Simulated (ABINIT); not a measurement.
Runs of ABINIT 10.8.3 (patched build) on InSe. The structure is trigonal, space group R3m (No. 160). Conventional cell: a = 4.000 Å, b = 4.000 Å, c = 25.320 Å, α = 90.00°, β = 90.00°, γ = 120.00°. Around In (site symmetry 3m) lie 3 Se at 2.63 Å and 1 In at 2.82 Å. In (site symmetry 3m) has 3 Se at 2.64 Å and 1 In at 2.82 Å as nearest neighbours. Se (site symmetry 3m) has 3 In at 2.63 Å as nearest neighbours. Se (site symmetry 3m) is surrounded by 3 In at 2.64 Å. 

```tsv
task	level	potentials or basis	k mesh	cutoff (eV)	fine-grid cutoff	mesh quality	gap on the mesh (eV)	pressure (GPa)	largest force (eV/Å)
single point	LDA	JTH PAW LDA v2.0	6 × 6 × 6	463	925.187 eV	not flagged	(a)	-	0.24
band structure	TB-mBJ	JTH PAW LDA v2.0	6 × 6 × 6	707	1306.15 eV	not flagged	1.18	-	-
single point	LDA	JTH PAW LDA v2.0	3 × 3 × 3	463	925.187 eV	coarse	1.40	-	0.20
band structure	LDA-PZ	JTH PAW LDA v2.0 sp	8 × 8 × 8	408	816.342 eV	not flagged	0.24	-0.6	0.47
single point	LDA	JTH PAW LDA v2.0	5 × 5 × 5	463	925.187 eV	not flagged	0.87	-	(b)
band structure	LDA-Teter	JTH PAW LDA v2.0 sp	8 × 8 × 8	408	816.342 eV	not flagged	0.24	-0.6	0.47
band structure	LDA	JTH PAW LDA v2.0 sp	8 × 8 × 8	408	816.342 eV	not flagged	0.24	-0.6	0.47
band structure	LDA-VWN	JTH PAW LDA v2.0 sp	8 × 8 × 8	408	816.342 eV	not flagged	0.24	-0.7	0.46
```

Alike in all rows: no spin polarisation; cell as given; smearing fermi-dirac 0.05 eV.

Estimate the missing entries.

(a) 0.20; (b) 0.23.

Caveats: some runs use coarse meshes; spin-orbit coupling is left out, which moves the levels of the heavy elements; this set keeps more shells in the core, which shifts pressures and gaps (some runs); an odd mesh through Γ misses points on the zone boundary, where band edges often lie (some runs); the constant c of TB-mBJ comes from the pseudo density here, which moves gaps by up to 0.3 eV between sets of potentials (some runs); the PAW data sets were made with another functional, which shifts forces and pressure a little (some runs).

A k mesh can miss the band edges, and the runs leave out spin-orbit coupling on In, Se.

Not every run made on this cell is shown here.
